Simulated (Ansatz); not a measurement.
# Mo vacancy in Te₂Mo

Computed with DFT PBE+D3(BJ), scalar-relativistic, plane waves, PAW (Ansatz). (420 eV cutoff, 2×2×2 k-mesh, Gaussian smearing of 0.01 eV, collinear spin in charge -1, -3 alone)

Host crystal, relaxed:

```yaml
crystal:
  lattice:
    - [3.49697, 0.00000, 0.00000]
    - [-1.74849, 3.02847, 0.00000]
    - [0.00000, 0.00000, 13.70217]
  atoms:
    - { symbol: Te, position: [0.33333, 0.66667, 0.11737] }
    - { symbol: Te, position: [0.66667, 0.33333, 0.61742] }
    - { symbol: Te, position: [0.66667, 0.33333, 0.88263] }
    - { symbol: Te, position: [0.33333, 0.66667, 0.38258] }
    - { symbol: Mo, position: [0.33333, 0.66667, 0.75002] }
    - { symbol: Mo, position: [0.66667, 0.33333, 0.24998] }
```

Supercell of 42 atoms, rows in host cell vectors: -1 -3 0; 3 2 0; 0 0 1. Atoms relax at the host's cell, keeping the symmetry that the supercell leaves at the site. The cell is small, so energies carry finite-size errors of tenths of an eV. The host's Kohn–Sham gap is 0.60 eV.

Spin-orbit coupling is left out, which matters for the bands and energies of heavy elements. Starting moments were lost in some runs.

Defect: Mo vacancy, charge -3.

Command:

```bash
ansatz run input.yaml --threads 4 --pin off --max-ram 10240MiB --backend cpu --events-out ev --progress --plain --runs-dir out
```

The input:

```yaml
crystal:
  lattice:
    - [1.7484856996, -9.085398204, 0.0]
    - [6.9939427984, 6.056932136, 0.0]
    - [0.0, 0.0, 13.7021675325]
  atoms:
    - { symbol: Te, position: [0.6666666667, 0.3333333333, 0.1161597414] }
    - { symbol: Te, position: [0.2388709202, 0.1918564571, 0.1165210797] }
    - { symbol: Te, position: [0.8081435429, 0.0470144631, 0.1165210797] }
    - { symbol: Te, position: [0.5236490515, 0.6175674902, 0.1171368118] }
    - { symbol: Te, position: [0.0939184387, 0.4763509485, 0.1171368118] }
    - { symbol: Te, position: [0.3824325098, 0.9060815613, 0.1171368118] }
    - { symbol: Te, position: [0.9529855369, 0.7611290798, 0.1165210797] }
    - { symbol: Te, position: [0.9004772866, 0.5193752524, 0.6352526961], spin: 0.167 }
    - { symbol: Te, position: [0.4806247476, 0.3811020342, 0.6352526961], spin: 0.167 }
    - { symbol: Te, position: [0.0447846422, 0.2391390964, 0.61258865] }
    - { symbol: Te, position: [0.7608609036, 0.8056455458, 0.61258865] }
    - { symbol: Te, position: [0.3333333333, 0.6666666667, 0.6073515448] }
    - { symbol: Te, position: [0.6188979658, 0.0995227134, 0.6352526961], spin: 0.167 }
    - { symbol: Te, position: [0.1943544542, 0.9552153578, 0.61258865] }
    - { symbol: Te, position: [0.9004751972, 0.5193737435, 0.8648634811], spin: 0.167 }
    - { symbol: Te, position: [0.4806262565, 0.3811014537, 0.8648634811], spin: 0.167 }
    - { symbol: Te, position: [0.0447850896, 0.239138228, 0.8875312283] }
    - { symbol: Te, position: [0.760861772, 0.8056468617, 0.8875312283] }
    - { symbol: Te, position: [0.3333333333, 0.6666666667, 0.8927697105] }
    - { symbol: Te, position: [0.6188985463, 0.0995248028, 0.8648634811], spin: 0.167 }
    - { symbol: Te, position: [0.1943531383, 0.9552149104, 0.8875312283] }
    - { symbol: Te, position: [0.6666666667, 0.3333333333, 0.3837238266] }
    - { symbol: Te, position: [0.2388756772, 0.1918605264, 0.3833645638] }
    - { symbol: Te, position: [0.8081394736, 0.0470151508, 0.3833645638] }
    - { symbol: Te, position: [0.5236466418, 0.6175635438, 0.3827482196] }
    - { symbol: Te, position: [0.093916902, 0.4763533582, 0.3827482196] }
    - { symbol: Te, position: [0.3824364562, 0.906083098, 0.3827482196] }
    - { symbol: Te, position: [0.9529848492, 0.7611243228, 0.3833645638] }
    - { symbol: Mo, position: [0.2115084117, 0.1758895572, 0.7500597154] }
    - { symbol: Mo, position: [0.8241104428, 0.0356188545, 0.7500597154] }
    - { symbol: Mo, position: [0.5207765159, 0.6443985968, 0.7500599242] }
    - { symbol: Mo, position: [0.1236220809, 0.4792234841, 0.7500599242] }
    - { symbol: Mo, position: [0.3556014032, 0.8763779191, 0.7500599242] }
    - { symbol: Mo, position: [0.9643811455, 0.7884915883, 0.7500597154] }
    - { symbol: Mo, position: [0.9042681127, 0.5240989219, 0.2499409821] }
    - { symbol: Mo, position: [0.4759010781, 0.3801691908, 0.2499409821] }
    - { symbol: Mo, position: [0.0469195694, 0.2373837518, 0.2499430466] }
    - { symbol: Mo, position: [0.7626162482, 0.8095358175, 0.2499430466] }
    - { symbol: Mo, position: [0.3333333333, 0.6666666667, 0.2499417351] }
    - { symbol: Mo, position: [0.6198308092, 0.0957318873, 0.2499409821] }
    - { symbol: Mo, position: [0.1904641825, 0.9530804306, 0.2499430466] }
  host:
    lattice:
      - [3.4969713992, 0.0, 0.0]
      - [-1.7484856996, 3.028466068, 0.0]
      - [0.0, 0.0, 13.7021675325]
    atoms:
      - { symbol: Te, position: [0.3333333333, 0.6666666667, 0.1173720661] }
      - { symbol: Te, position: [0.6666666667, 0.3333333333, 0.6174164537] }
      - { symbol: Te, position: [0.6666666667, 0.3333333333, 0.8826279339] }
      - { symbol: Te, position: [0.3333333333, 0.6666666667, 0.3825835463] }
      - { symbol: Mo, position: [0.3333333333, 0.6666666667, 0.7500222449] }
      - { symbol: Mo, position: [0.6666666667, 0.3333333333, 0.2499777551] }
total_charge: -3
basis:
  ecutwfc: 420
  xc_grid: 2
kpoints:
  mp_grid: { grid: [2, 2, 2], shift: [0.0, 0.0, 0.0] }
hamiltonian:
  xc: pbe
  dispersion: d3bj
scf:
  occupations: { method: gaussian, width: 0.01 }
output:
  forces: true
  stress: false
  eigenvalues: true
  populations: true
  charged_corrections:
    defect_position: [0.66666667, 0.33333333, 0.75002224]
    epsilon: [[22.4657, 0.0, 0.0], [0.0, 22.4657, 0.0], [0.0, 0.0, 13.2062]]
  write_density: true
  write_potential: true
  elf: true
  volumetric_format: npy
magnetization:
  spin_polarized: true
relax:
  adjacent_minimum: "off"
  f_tol: 0.025
  max_steps: 45
```

From the output:

```
Warning: RAYON_NUM_THREADS=4 ignored (pool sized by the plan → 4); use --threads N
Crystal: 41 atoms, lattice volume = 1015.786 Å³
Basis set: ecut = 420 eV, 19917 PW (Γ), exchange–correlation on 128×128×192 points (8 copies of the dense FFT grid, shifted against one another)
Bands: 381, of which v1, the nominal top of the filled ones, is band 317 counted from 1 (316 counted from 0)
Symmetry: 3 space group operations
Space group: P3 (ITA 143), of the structure as read, at distance tolerance 1.0e-4 Å
k-points: 4 of 8
relax step   1: F+E_penalty+E_count = -259856.91876415 eV  Δ(F+E_penalty+E_count) = +0.000e0 eV  max|allowed force component| = 2.632e-1 eV/Å  Δτ_max = 0.0000 Å
relax step   2: F+E_penalty+E_count = -259856.91964325 eV  Δ(F+E_penalty+E_count) = -8.791e-4 eV  max|allowed force component| = 1.919e-1 eV/Å  Δτ_max = 0.1152 Å
relax step   3: F+E_penalty+E_count = -259856.96840914 eV  Δ(F+E_penalty+E_count) = -4.877e-2 eV  max|allowed force component| = 6.108e-2 eV/Å  Δτ_max = 0.0592 Å
relax step   4: F+E_penalty+E_count = -259856.95904475 eV  Δ(F+E_penalty+E_count) = +9.364e-3 eV  max|allowed force component| = 1.106e-1 eV/Å  Δτ_max = 0.0371 Å
relax step   5: F+E_penalty+E_count = -259856.97467123 eV  Δ(F+E_penalty+E_count) = -6.262e-3 eV  max|allowed force component| = 2.480e-2 eV/Å  Δτ_max = 0.0183 Å
SCF converged after 11 iterations
Free energy (F): -259856.974671 eV
E sigma→0 (E₀):  -259856.973938 eV
Fermi energy:    13.200514 eV
```

The relaxation gained 0.06 eV in 5 steps. It took 5.4 min on 4 threads of Intel(R) Xeon(R) 6975P-C (Granite Rapids), on a shared host, peak memory 7 GiB.